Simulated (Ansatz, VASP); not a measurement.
# HfO2 in VASP and in Ansatz

```
Hf O
1.0
     0.00000    2.57876    2.57876
     2.57876    0.00000    2.57876
     2.57876    2.57876    0.00000
Hf O
1 2
Direct
  0.00000 0.00000 0.00000
  0.25000 0.25000 0.25000
  0.75000 0.75000 0.75000
```

Alike in both runs: task single point; functional r2SCAN; k mesh 8 × 8 × 8; occupations gaussian, width 0.02 eV; no spin polarisation.

```csv
,VASP,Ansatz
version,VASP 6.6.1,Ansatz 0.2.0
potentials or method,"VASP PAW PBE potentials, release 64 (Hf_pv, O)","scalar-relativistic, plane waves, PAW"
plane-wave cutoff (eV),520,500
valence electrons in the cell,22,38
```

|  | VASP | Ansatz | Ansatz less VASP |
| --- | --- | --- | --- |
| gap on the k mesh at the Fermi level (eV) | 4.14 | 4.14 | 0.000 |
| least direct gap on the mesh (eV) | 4.14 | 4.14 | 0.000 |
| pressure (GPa) | -17.3 | -14.0 | +3.31 |

The two sets of potentials don't hold the same shells in valence.

Caveats: so large a pressure means that the cell lies far from this level's equilibrium, or that cutoff or potentials fall short (VASP); the potentials were made for another functional, which shifts forces and pressure (VASP); spin-orbit coupling is left out, which moves the levels of the heavy elements. A k mesh can miss the band edges. r2SCAN opens gaps a little over a GGA but as a rule still falls short of measured ones.
